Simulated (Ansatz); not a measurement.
The system is Cu.

```xyz
1
Lattice="-1.4428 1.4428 1.3761 1.4428 -1.4428 1.3761 1.4428 1.4428 -1.3761" Properties=species:S:1:pos:R:3 pbc="T T T"
Cu    0.0000    0.0000    0.0000
```

This isn't the form of Cu at room conditions, which is fcc.

```yaml
Program: Ansatz 0.2.0
Task: relaxation of cell and atoms
Functional: PBEsol0
Potentials_or_basis: Ansatz PAW
Cutoff: "420 eV (not typed: the program's choice for these potentials)"
k_mesh: 7 × 7 × 7
Occupations: fermi-dirac, width 0.05 eV
Spin: no spin polarisation
```

At the start: volume 11.46 Å³/atom.

Where does the relaxation end?

It ends after 8 steps and the volume is 11.52 Å³/atom (+0.5 %); space group I4/mmm (No. 139, to 0.05 Å).

The path:
```tsv
step	energy change (eV)	largest force (eV/Å)	volume (Å³)
1	0.0000	0.0000	11.46
2	-0.0070	0.0000	11.50
3	-0.0205	0.0000	11.61
4	-0.0210	0.0000	11.52
5	-0.0210	0.0000	11.52
6	-0.0208	0.0000	11.52
7	-0.0208	0.0000	11.52
8	-0.0208	0.0000	11.52
```

Final structure:
```xyz
1
Lattice="-1.4905 1.4905 1.2964 1.4905 -1.4905 1.2964 1.4905 1.4905 -1.2964" Properties=species:S:1:pos:R:3 pbc="T T T"
Cu    0.0000    0.0000    0.0000
```

Caveat: the k mesh is coarse (spacing up to 0.45 Å⁻¹), so the values aren't converged, least of all with exact exchange; the plane-wave basis is chosen anew once the cell has moved, so the energies of steps on either side of that aren't comparable; the pressure holds a Pulay correction of +0.4 GPa for the finite cutoff; the PAW data sets come from PBE, with cores solved anew for the run's functional, which leaves a small shift of forces and pressure.
